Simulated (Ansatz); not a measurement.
Input for Ansatz (plane-wave DFT), Ge:

```yaml
crystal:
  lattice:
    - [0.0, 2.098360525, 2.098360525]
    - [2.098360525, 0.0, 2.098360525]
    - [2.098360525, 2.098360525, 0.0]
  atoms:
    - { symbol: Ge, position: [-0.0168846748, 0.0492260675, 0.0153110777] }
basis:
  ecutwfc: 420
kpoints:
  mp_grid: { grid: [10, 10, 10] }
hamiltonian:
  xc: rpbe
scf:
  occupations: { method: gaussian, width: 0.1 }
output:
  forces: true
  stress: true
  eigenvalues: true
```

Command:

```bash
ansatz run input.yaml --threads 1 --pin off --max-ram 1331MiB --backend cpu --events-out ev --progress --plain --runs-dir out
```

From the log (HF is the Harris–Foulkes energy, dr2 the density residual in eV):

```text
Pseudopotential: Ge, paw, valence charge 14, recommended cutoff 420 eV (normal)
Crystal: 1 atom, lattice volume = 18.479 Å³
Basis set: ecut = 420 eV, 339 PW (Γ), exchange–correlation on 40×40×40 points (8 copies of the dense FFT grid, shifted against one another)
Bands: 11, of which v1, the nominal top of the filled ones, is band 7 counted from 1 (6 counted from 0)
Symmetry: 48 space group operations
Space group: Fm-3m (ITA 225), of the structure as read, at distance tolerance 2.6e-5 Å
k-points: 47 of 1000
PAW frozen core: Ge, regenerated for the run's functional, and the local potential with it (the file was generated under x = pbe(κ = 0.804, μ = 0.2195), c = pbe(β = 0.0667))
Initial density: superposition of atomic densities, corrected by the library's trained network
SCF iter   1: HF=-4300.331032 eV  Δρ=2.61e-3  dr2=4.46e-4
SCF iter   2: HF=-4300.330553 eV  Δρ=9.74e-4  dr2=1.29e-4
SCF iter   3: HF=-4300.330540 eV  Δρ=4.21e-4  dr2=1.49e-5
SCF iter   4: HF=-4300.330543 eV  Δρ=2.29e-5  dr2=3.21e-8
SCF iter   5: F=-4300.330543 eV  HF=-4300.330543 eV  Δρ=3.64e-6  dr2=1.68e-9
SCF iter   6: F=-4300.330543 eV  HF=-4300.330543 eV  Δρ=2.42e-7  dr2=7.02e-12
SCF 1 converged in 6 iterations: F = -4300.330543 eV  dr2 = 7.02e-12
SCF converged after 6 iterations
Free energy (F): -4300.330543 eV
E sigma→0 (E₀):  -4300.327662 eV
Entropy (-TS):   -0.005761 eV (-5.761 meV/atom)
Fermi energy:    11.644866 eV
--- Forces (eV/Å), atoms counted from 1 ---
  atom   1  Ge    -0.00000000     0.00000000     0.00000000
--- Stress (GPa, compression-positive) ---
        5.467785      -0.000000       0.000000
        0.000000       5.467785       0.000000
        0.000000      -0.000000       5.467785
  P = ⅓ Tr σ = 5.4678 GPa (54.678 kbar)
```

The inputs are trials, many of them unsound on purpose. Their numbers show the effect of the settings and aren't properties of the material. Forces of this functional on these PAW sets can be off by 10 %.